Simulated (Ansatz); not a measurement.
## What a change of settings does to a run on CaS

The cell comes from COD entry 1011236, which wasn't checked; take it as a given geometry. It is an old determination, and later ones may differ. The listed cell was then made from it by scaling, straining or moving an atom.

First run: DFT, LDA, PAW with Ansatz's default frozen-core files, scalar-relativistic (Ansatz 0.2.0).

Command: `ansatz run input.yaml --threads 1 --pin off --max-ram 2048MiB --backend cpu --events-out ev --progress --plain --runs-dir out` The run took about 5.8 s on 1 thread of a shared machine.

```yaml
crystal:
  lattice:
    - [0.0, 2.8804121851, 2.8804121851]
    - [2.8804121851, 0.0, 2.8804121851]
    - [2.8804121851, 2.8804121851, 0.0]
  atoms:
    - { symbol: Ca, position: [0.0, 0.0, 0.0] }
    - { symbol: S, position: [0.5, 0.5, 0.5] }
kpoints:
  mp_grid: { grid: [8, 8, 8] }
scf:
  occupations: { method: fermi_dirac, width: 0.02 }
hamiltonian:
  xc: lda
  pseudopotentials: { kind: paw }
output:
  forces: true
  stress: true
  efg: { contact_densities: true }
relax:
  f_tol: 0.005
  max_steps: 80
  cell: {}
```

Result: converged; relaxed volume 21.544 Å³/atom; 28 SCF iterations in all.

The input is then changed:

```diff
@@ -8,7 +8,9 @@
     - { symbol: S, position: [0.5, 0.5, 0.5] }
 kpoints:
-  mp_grid: { grid: [8, 8, 8] }
+  mp_grid: { grid: [8, 8, 8], shift: [0.5, 0.5, 0.5] }
 scf:
   occupations: { method: fermi_dirac, width: 0.02 }
+  initial_density: { chi_scale: 0.0 }
+  n_extra_bands: 4
 hamiltonian:
   xc: lda
```

**Question.** What does the second run give?

**Answer.** It converged; energy at zero smearing 0.0 meV/atom from the first run; relaxed volume 21.543 Å³/atom; 27 SCF iterations in all.
